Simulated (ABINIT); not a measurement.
A run of ABINIT 10.8.3 (patched build) is set up as follows.

Contents of run.abi:

```
# Datasets
ndtset 2

# Pseudopotentials
pp_dirpath "./"
pseudos "Zr.upf, B.upf"

# Structure
acell 3*1.0 Angstrom
rprim
     3.1570888100     0.0000000000     0.0000000000
    -1.5785444000     2.7341191100     0.0000000000
     0.0000000000     0.0000000000     3.5070414600
ntypat 2
znucl 40 5
natom 3
typat 1 2 2
chkprim 0
chksymtnons 0
tolsym 1.0e-6
xred
            0.0            0.0            0.0
            2/3            1/3            1/2
            1/3            2/3            1/2

# Plane-wave basis
ecut 38.0
ecutsm 0.5

# k points
ngkpt 8 8 6
nshiftk 1
shiftk 0.0 0.0 0.5

# Exchange and correlation
ixc -116133

# Bands and occupations
nband 17
occopt 3
tsmear 0.00183747

# SCF cycle
nstep 80

# Output
prteig 0
prtebands 0
prtwf 0
prtden 0
prtpot 0

# Dataset 1: ground state
kptopt1 1
tolvrs1 1.0e-15
prtwf1 1
tolwfr1 1.0e-14
nbdbuf1 4
nline1 6

# Dataset 2: atomic displacements at q = 0.0 0.0 0.5
rfphon2 1
rfatpol2 1 3
rfdir2 1 1 1
getwfk2 1
kptopt2 3
nqpt2 1
qpt2 0.0 0.0 1/2
tolvrs2 1.0e-8
```

Potentials or basis: PseudoDojo NC SR PBEsol v0.4.1 standard.

Launch:

```bash
$ mpirun --bind-to none -np 4 abinit run.abi > log 2>&1
```

(1) Estimate the highest phonon frequency at the q point run.

(2) What does it give for the pressure?

Results:

(1) 788 cm⁻¹.

(2) 0.0 GPa.

Caveat: the mesh is coarse for a metal's response.
